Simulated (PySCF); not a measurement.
Molecule: `OCc1ccccc1`, C7H8O.

Mapped SMILES: `[OH:1][CH2:2][c:3]1[cH:4][cH:5][cH:6][cH:7][cH:8]1`; H(Xn) means a hydrogen on atom n.

Geometry PBE0-D3(BJ)/def2-SVP throughout; GIAO in PySCF 2.14.0 with density-fitted response routines, gas phase, one conformer, non-relativistic; equivalent atoms averaged; functional PBE0.

Question: How do the shifts δ (against H2O, TMS at the same level) depend on the basis set? (a selection of nuclei; ppm; last column core-seconds on shared hosts with different chips, so compare them loosely)

Answer: 
| basis set | functions | O1 | C3 | C4/C8 | C6 | C2 | H(C5)/H(C7) | H(C6) | H(C2) | H(O1) | core-s |
| --- | --- | --- | --- | --- | --- | --- | --- | --- | --- | --- | --- |
| STO-3G | 48 | -0.7 | 116.5 | 110.5 | 110.2 | 57.5 | 7.03 | 7.00 | 3.10 | -1.85 | 4.1 |
| pcSseg-0 | 88 | 35.5 | 149.9 | 136.3 | 138.0 | 71.2 | 7.32 | 7.23 | 5.08 | -0.62 | 15 |
| 6-31G | 88 | 25.3 | 138.2 | 121.9 | 123.9 | 63.9 | 7.40 | 7.32 | 4.85 | -0.36 | 8.6 |
| 6-31G* | 128 | 24.6 | 136.0 | 119.7 | 121.4 | 63.7 | 7.29 | 7.19 | 4.68 | -0.26 | 13 |
| cc-pVDZ | 152 | 37.6 | 144.2 | 125.0 | 126.9 | 65.0 | 7.29 | 7.21 | 4.63 | -0.59 | 32 |
| def2-SVP | 152 | 36.2 | 141.7 | 123.9 | 125.3 | 63.9 | 7.24 | 7.12 | 4.52 | -0.35 | 29 |
| pcSseg-1 | 176 | 39.3 | 148.8 | 130.6 | 133.0 | 68.0 | 7.48 | 7.38 | 4.74 | 0.05 | 22 |
| aug-cc-pVDZ | 256 | 36.3 | 144.5 | 124.0 | 126.2 | 64.7 | 7.63 | 7.51 | 4.80 | 0.00 | 74 |
| 6-311+G(2d,p) | 264 | 35.6 | 148.6 | 128.7 | 130.9 | 67.0 | 7.59 | 7.50 | 4.77 | -0.15 | 38 |
| def2-TZVP | 296 | 39.8 | 151.0 | 130.2 | 132.4 | 68.7 | 7.59 | 7.49 | 4.76 | -0.17 | 91 |

Question: Which nucleus among those listed moves most, in ppm?

Answer: O1 (alcohol oxygen): from -0.7 ppm with STO-3G to 39.8 ppm with def2-TZVP. The smallest spread is 0.51 ppm, at H(C6). Proton shifts span only some 12 ppm, so a few tenths of a ppm matter as much there as several ppm in carbon.

Question: Taking the largest basis, def2-TZVP (296 functions), as the yardstick, rank the others by their worst heavy-atom deviation.

Answer: pcSseg-1 2.2 ppm (176 functions), 6-311+G(2d,p) 4.2 ppm (264 functions), pcSseg-0 6.1 ppm (88 functions), aug-cc-pVDZ 6.4 ppm (256 functions), cc-pVDZ 6.7 ppm (152 functions), def2-SVP 9.3 ppm (152 functions), 6-31G 14.4 ppm (88 functions), 6-31G* 15.2 ppm (128 functions), STO-3G 40.4 ppm (48 functions).

A small basis that lands close on one nucleus may do so by chance; judge by the trend and by all nuclei.
